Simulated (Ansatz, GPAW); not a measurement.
# Geometry or basis: what sets the conductance of an In chain with a Zn atom on top of one atom, part 2 of 3

Wanted: T(E) of an In chain with a Zn atom on top of one atom at a relaxed geometry in two programs, beside the unrelaxed structure.

GPAW 26.7.0 and Ansatz 0.2.0; Ansatz plane waves; relaxation of the junction with the lead ends held; PAW set soft_1 (the session's first sound run).

So far, transmission at the Fermi level (one spin): step 3 (plane waves, PBE) 1.43. Also open channels of the lead at the Fermi level (one spin): step 3 3.

### Step 4. GPAW, dzp

The script solves lead and junction separately, takes H and S in the orbital basis, and joins semi-infinite leads through their self-energies; the dzp basis is the working standard.

This step: GPAW LCAO, PAW setups; Landauer transmission from Green's functions with principal layers (ASE), zero bias (GPAW 26.7.0).

The input, run.py:

```python
import json
import numpy as np
from ase import Atoms
from ase.transport.calculators import TransportCalculator
from gpaw import GPAW, FermiDirac
from gpaw.lcao.tools import get_lcao_hamiltonian
from scipy.linalg import eigh

# The junction with lead layers at both ends, along the third cell vector
device = Atoms(
    ['In', 'In', 'In', 'In', 'In', 'In', 'In', 'Zn', 'In', 'In', 'In', 'In', 'In', 'In'],
    positions=[
        [4.50000, 4.50000, 1.47500],
        [4.50000, 4.50000, 4.42500],
        [4.50000, 4.50000, 7.37500],
        [4.50000, 4.50000, 10.32500],
        [4.37786, 3.65096, 13.40878],
        [4.36727, 4.44084, 16.49021],
        [3.33963, 3.34128, 19.19929],
        [5.93050, 4.02312, 19.12712],
        [4.43946, 4.44321, 21.86941],
        [4.29167, 3.68199, 24.94420],
        [4.50000, 4.50000, 28.02500],
        [4.50000, 4.50000, 30.97500],
        [4.50000, 4.50000, 33.92500],
        [4.50000, 4.50000, 36.87500]],
    cell=[[9.0, 0.0, 0.0], [0.0, 9.0, 0.0], [0.0, 0.0, 38.35]],
    pbc=True)

# One principal layer of the lead: the first 3 atoms of the device
lead = Atoms(
    ['In', 'In', 'In'],
    positions=[
        [4.50000, 4.50000, 1.47500],
        [4.50000, 4.50000, 4.42500],
        [4.50000, 4.50000, 7.37500]],
    cell=[[9.0, 0.0, 0.0], [0.0, 9.0, 0.0], [0.0, 0.0, 8.85]],
    pbc=True)

settings = dict(mode='lcao', basis='dzp', xc='PBE', h=0.2,
                occupations=FermiDirac(0.1), maxiter=250,
                mixer=dict(beta=0.1, nmaxold=8, weight=100.0),
                convergence=dict(density=0.0001))
energies = np.arange(-2, 2 + 1e-9, 0.025)
eta = 0.0001
n1, n2 = 1, 1
# k and -k transmit alike, so half of the mesh across the current serves
mesh = [(i, j) for i in range(n1) for j in range(n2) if (i, j) <= (-i % n1, -j % n2)]
weights = np.array([1 if (i, j) == (-i % n1, -j % n2) else 2 for i, j in mesh]) / (n1 * n2)

# [... helper functions left out ...]
fermi_lead = ground_state(lead, (1, 1, 13), 'lead.txt')
fermi_device = ground_state(device, (1, 1, 2), 'device.txt')
# [... loop over the mesh left out, but for ...]
        # Shift the lead onto the potential of the device's first layer
        shift = ((H[:, 0, 0] - H0[:, 0, 0]) / S0[0, 0]).real.mean()
# [...]
kT = 8.617333e-5 * 300
bias = [0.1, 0.2, 0.5, 1.0, 1.5, 2.0]
# [... integrals and printing left out ...]
```

Started as:

```
$ OMP_NUM_THREADS=1 OPENBLAS_NUM_THREADS=1 python run.py
```

The job ended after 94 s (1 thread of Arm Neoverse V1, shared host; peak memory 1.3 GiB).

This step gave:

```
conductance                                    : 1.401 G₀
largest coupling past the next principal layer : 1.88e-6 eV
largest misfit of the first principal layer    : 0.02977 eV
shift that aligns the lead                     : -0.009317 eV
basis functions of the junction                : 320
basis functions of a principal layer           : 69
transmission at the Fermi level (one spin)     : 1.428
```

One spin. The transmission, zone mean by energy, zero at the Fermi level:

```
energy (eV)  transmission, zone mean
     -2.000                   0.0140
     -1.900                   1.9e-9
     -1.800                  4.2e-10
     -1.700                  2.4e-10
     -1.600                  2.4e-10
     -1.500                  4.2e-10
     -1.400                   1.5e-9
     -1.300                   6.3e-8
     -1.200                    0.124
     -1.100                    0.171
     -1.000                    0.196
     -0.900                    0.221
     -0.800                    0.256
     -0.700                    0.313
     -0.600                    0.419
     -0.500                    0.621
     -0.400                    0.889
     -0.300                    0.986
     -0.200                    0.938
     -0.100                    0.963
      0.000                     1.43
      0.100                     1.67
      0.200                     1.77
      0.300                     1.95
      0.400                     2.36
      0.450                     2.56
      0.500                     2.34
      0.600                     1.82
      0.700                     2.02
      0.800                     2.33
      0.900                     2.59
      1.000                     2.73
      1.100                     2.80
      1.200                     2.83
      1.250                     2.84
      1.300                     2.83
      1.400                     2.81
      1.500                     2.76
      1.600                     2.69
      1.700                     2.62
      1.800                     2.53
      1.900                     2.32
      2.000                     1.98
```

Crossings of the lead's bands, unfolded to its shortest repeat. The open channels, zone mean by energy, zero at the Fermi level:

```
energy (eV)  open channels, zone mean
     -2.000                         1
     -1.900                         0
     -1.800                         0
     -1.700                         0
     -1.600                         0
     -1.500                         0
     -1.400                         0
     -1.300                         0
     -1.200                         1
     -1.100                         1
     -1.000                         1
     -0.900                         1
     -0.800                         1
     -0.700                         1
     -0.600                         1
     -0.500                         1
     -0.400                         1
     -0.300                         1
     -0.200                         1
     -0.100                         3
      0.000                         3
      0.100                         3
      0.200                         3
      0.300                         3
      0.400                         3
      0.500                         3
      0.600                         3
      0.700                         3
      0.800                         3
      0.900                         3
      1.000                         3
      1.100                         3
      1.200                         3
      1.300                         3
      1.400                         3
      1.500                         3
      1.600                         3
      1.700                         3
      1.800                         3
      1.900                         3
      2.000                         3
```

Not self-consistent under bias; the bias window is split evenly. Current through one cell, from the zero-bias transmission against bias:

```
bias (V)  current through one cell, from the zero-bias transmission (μA)
   0.100                                                            10.8
   0.200                                                            21.3
   0.500                                                            52.4
   1.000                                                             112
   1.500                                                             159
   2.000                                                             212
```

Transmission of the three most open eigenchannels against energy, zero at the Fermi level:

```
energy (eV)  channel 1  channel 2  channel 3
     -2.000     0.0140          0          0
     -1.900     1.9e-9          0          0
     -1.800    4.2e-10          0          0
     -1.700    2.4e-10          0          0
     -1.600    2.4e-10          0          0
     -1.500    4.2e-10          0          0
     -1.400     1.5e-9          0          0
     -1.300     6.3e-8          0          0
     -1.200      0.124          0          0
     -1.100      0.171          0          0
     -1.000      0.196          0          0
     -0.900      0.221          0          0
     -0.800      0.256          0          0
     -0.700      0.313          0          0
     -0.600      0.419          0          0
     -0.500      0.621          0          0
     -0.400      0.889          0          0
     -0.300      0.986          0          0
     -0.200      0.938     3.4e-9     2.7e-9
     -0.100      0.709      0.220     0.0338
      0.000      0.886      0.450     0.0921
      0.100      0.994      0.516      0.158
      0.200      0.939      0.588      0.239
      0.300      0.904      0.670      0.381
      0.400      0.960      0.747      0.655
      0.500      0.875      0.817      0.645
      0.600      0.952      0.861    0.00271
      0.700      0.985      0.892      0.147
      0.800      0.995      0.907      0.431
      0.900      0.995      0.914      0.678
      1.000      0.991      0.920      0.824
      1.100      0.980      0.934      0.889
      1.200      0.971      0.958      0.903
      1.300      0.985      0.966      0.883
      1.400      0.997      0.958      0.854
      1.500      0.999      0.923      0.835
      1.600      0.999      0.863      0.826
      1.700      0.994      0.870      0.758
      1.800      0.946      0.905      0.683
      1.900      0.934      0.753      0.630
      2.000      0.952      0.614      0.418
```

At the Fermi level T is 1.43 against 1.43 in plane waves. Couplings past the next layer reach 1.9e-6 eV, small enough to drop; the matrix elements of the cell's first layer differ from the bulk lead's by up to 0.030 eV. That layer keeps its own values in the calculation, and only beyond it is the lead taken as perfect. The Fermi levels of lead and junction count from different zeros of potential, one for each periodic cell; with both set to zero, the small remaining shift is what aligns them. By hand: G = 1.401 × 77.48 μS = 109 μS, a resistance of 9.21 kΩ; at 0.1 V a linear junction would pass 10.9 μA, and the integral over the bias window gives 10.8 μA.

### Step 5. GPAW, szp: basis = "szp(dzp)"

One radial function a shell plus polarisation makes the matrices smaller; the question is what that costs.

Edit run.py of step 4 so:

```diff
@@ -39,3 +39,3 @@
 
-settings = dict(mode='lcao', basis='dzp', xc='PBE', h=0.2,
+settings = dict(mode='lcao', basis='szp(dzp)', xc='PBE', h=0.2,
                 occupations=FermiDirac(0.1), maxiter=250,
```

Elapsed: 73 s, on 1 thread; peak memory 1.3 GiB.

Numbers from this step:

```yaml
conductance: 1.443 G₀
largest_coupling_past_the_next_principal_layer: 1.86e-6 eV
largest_misfit_of_the_first_principal_layer: 0.03223 eV
shift_that_aligns_the_lead: -0.005558 eV
basis_functions_of_the_junction: 194
basis_functions_of_a_principal_layer: 42
transmission_at_the_fermi_level_one_spin: 1.471
```

One spin. Transmission, zone mean against energy, zero at the Fermi level:

```
energy (eV)  transmission, zone mean
     -2.000                  9.8e-10
     -1.900                  2.4e-10
     -1.800                  1.2e-10
     -1.700                  9.9e-11
     -1.600                  1.2e-10
     -1.500                  2.1e-10
     -1.400                  6.4e-10
     -1.300                   6.4e-9
     -1.200                   0.0947
     -1.100                    0.192
     -1.000                    0.235
     -0.900                    0.271
     -0.800                    0.316
     -0.700                    0.383
     -0.600                    0.495
     -0.500                    0.684
     -0.400                    0.904
     -0.300                    0.985
     -0.200                    0.946
     -0.100                     1.01
      0.000                     1.47
      0.100                     1.69
      0.200                     1.77
      0.300                     1.94
      0.400                     2.27
      0.500                     2.64
      0.600                     2.15
      0.700                     1.87
      0.800                     2.16
      0.900                     2.50
      1.000                     2.69
      1.100                     2.78
      1.200                     2.82
      1.300                     2.83
      1.400                     2.81
      1.500                     2.77
      1.600                     2.70
      1.700                     2.64
      1.800                     2.56
      1.900                     2.37
      2.000                     2.04
```

The conductance, 1.44 G₀, lies 3.0 % above that of the dzp run.

### Step 6. GPAW, sz: basis = "sz(dzp)"

The minimal basis is the cheapest rung: no second zeta and no polarisation.

Edit run.py of step 5 so:

```diff
@@ -39,3 +39,3 @@
 
-settings = dict(mode='lcao', basis='szp(dzp)', xc='PBE', h=0.2,
+settings = dict(mode='lcao', basis='sz(dzp)', xc='PBE', h=0.2,
                 occupations=FermiDirac(0.1), maxiter=250,
```

It took 44 s on 1 thread; peak memory 1.2 GiB.

Numbers from this step:

- conductance: 1.468 G₀
- largest coupling past the next principal layer: 1.93e-6 eV
- largest misfit of the first principal layer: 0.03944 eV
- shift that aligns the lead: -0.008720 eV
- basis functions of the junction: 126
- basis functions of a principal layer: 27
- transmission at the Fermi level (one spin): 1.494

The conductance, 1.47 G₀, lies 4.8 % above that of the dzp run.

### Step 7. revPBE in the dzp basis: xc = "revPBE"

Back in the dzp basis, the functional changes from PBE to revPBE, to set the spread between functionals beside that between bases.

Edit run.py of step 6 so:

```diff
@@ -39,3 +39,3 @@
 
-settings = dict(mode='lcao', basis='sz(dzp)', xc='PBE', h=0.2,
+settings = dict(mode='lcao', basis='dzp', xc='revPBE', h=0.2,
                 occupations=FermiDirac(0.1), maxiter=250,
```

It took 1.7 min on 1 thread; peak memory 1.3 GiB.

This step gave:

* conductance: 1.386 G₀
* largest coupling past the next principal layer: 1.88e-6 eV
* largest misfit of the first principal layer: 0.02889 eV
* shift that aligns the lead: -0.005593 eV
* basis functions of the junction: 320
* basis functions of a principal layer: 69
* transmission at the Fermi level (one spin): 1.410

The conductance, 1.39 G₀, lies 1.1 % below that of the dzp run.

### Step 8. Without the relaxation: geometry = "as built"

The dzp basis with PBE on the structure as first built shows what the relaxation was worth.

Edit run.py of step 7 so:

```diff
@@ -16,8 +16,8 @@
         [4.50000, 4.50000, 10.32500],
-        [4.37786, 3.65096, 13.40878],
-        [4.36727, 4.44084, 16.49021],
-        [3.33963, 3.34128, 19.19929],
-        [5.93050, 4.02312, 19.12712],
-        [4.43946, 4.44321, 21.86941],
-        [4.29167, 3.68199, 24.94420],
+        [4.50000, 4.50000, 13.27500],
+        [4.50000, 4.50000, 16.22500],
+        [4.50000, 4.50000, 19.17500],
+        [7.16330, 4.50000, 19.17500],
+        [4.50000, 4.50000, 22.12500],
+        [4.50000, 4.50000, 25.07500],
         [4.50000, 4.50000, 28.02500],
@@ -39,3 +39,3 @@
 
-settings = dict(mode='lcao', basis='dzp', xc='revPBE', h=0.2,
+settings = dict(mode='lcao', basis='dzp', xc='PBE', h=0.2,
                 occupations=FermiDirac(0.1), maxiter=250,
```

Run time: 78 s. Hardware: 1 thread; peak memory 1.3 GiB.

This step gave:

- conductance: 1.864 G₀
- largest misfit of the first principal layer: 0.009268 eV
- shift that aligns the lead: -0.006781 eV
- transmission at the Fermi level (one spin): 1.872

The conductance, 1.86 G₀, lies 33 % above that of the dzp run.

### Step 9. The ladder

Times are wall times on the hardware named with each run. The series side by side:

```
no.         run  conductance (G₀)     time  memory (GiB)
  1      pw PBE             1.409  1.8 min           3.7
  2         dzp             1.401     94 s           1.3
  3         szp             1.443     73 s           1.3
  4          sz             1.468     44 s           1.2
  5  dzp revPBE             1.386  1.7 min           1.3
  6     asbuilt             1.864     78 s           1.3
```

### Step 10. Comparison

The curves are compared point by point over the common energies.

This step: comparison of transmission and cost over codes, levels and geometry; PAW set soft_1 (GPAW 26.7.0).

Ladder, by row:

```
      step    code  T at the Fermi level (sum over the listed spins)  conductance (G0)  r.m.s. T(E) from the first  wall time (s)  peak memory (GiB)  threads
    pw-pbe  Ansatz                                              1.43             1.409                           0          109.3              3.715        4
       dzp    GPAW                                             1.428             1.401                       0.126           94.1                1.3        1
       szp    GPAW                                             1.471             1.443                      0.1889          72.85               1.27        1
        sz    GPAW                                             1.494             1.468                      0.2362          44.26               1.16        1
dzp-revPBE    GPAW                                              1.41             1.386                       0.122          100.2                1.3        1
   asbuilt    GPAW                                             1.872             1.864                      0.4927          77.74               1.31        1
```

Table of transmission, zone mean, sum over the listed spins by energy, zero at the Fermi level:

```
energy (eV)   pw-pbe      dzp      szp       sz  dzp-revPBE  asbuilt
     -2.000  0.00227   0.0140  9.8e-10   0.0943      0.0276    0.495
     -1.800        0  4.2e-10  1.2e-10   5.8e-9     6.0e-10   1.6e-8
     -1.600        0  2.4e-10  1.2e-10  5.7e-10     3.0e-10   5.3e-9
     -1.400        0   1.5e-9  6.4e-10   1.6e-9      2.0e-9   3.6e-8
     -1.200    0.104    0.124   0.0947    0.136       0.143    0.974
     -1.000    0.193    0.196    0.235    0.232       0.208    0.990
     -0.800    0.252    0.256    0.316    0.279       0.271    0.994
     -0.600    0.415    0.419    0.495    0.406       0.448    0.995
     -0.400    0.901    0.889    0.904    0.838       0.916    0.996
     -0.200    0.944    0.938    0.946    0.918       0.933    0.996
      0.000     1.43     1.43     1.47     1.49        1.41     1.87
      0.200     1.81     1.77     1.77     1.74        1.74     2.09
      0.400     2.52     2.36     2.27     2.15        2.35     2.46
      0.450     2.19     2.56     2.49     2.35        2.55     2.56
      0.500     1.78     2.34     2.64     2.54        2.28     2.64
      0.550     1.80     1.92     2.51     2.62        1.88     2.71
      0.600     1.93     1.82     2.15     2.41        1.81     2.77
      0.800     2.52     2.33     2.16     2.05        2.34     2.88
      1.000     2.81     2.73     2.69     2.66        2.74     2.92
      1.200     2.87     2.83     2.82     2.81        2.83     2.93
      1.225     2.87     2.83     2.82     2.82        2.83     2.93
      1.250     2.87     2.84     2.82     2.83        2.83     2.93
      1.300     2.86     2.83     2.83     2.83        2.83     2.93
      1.375     2.84     2.82     2.82     2.84        2.82     2.93
      1.400     2.82     2.81     2.81     2.84        2.81     2.93
      1.600     2.65     2.69     2.70     2.78        2.68     2.93
      1.800     2.35     2.53     2.56     2.68        2.53     2.92
      2.000     1.69     1.98     2.04     2.32        1.97     2.89
```

(Part 2 of 3 ends here.)

[Logs are printed without paths, hosts, clocks, repeated set-up lines and the standing remarks that a program may print on its own settings, such as how far it seeks lower states.]

[Hosts, paths, dates, database ids (printed as entryN), source tags and the programs' standing remarks are cut or masked in the printed files.]
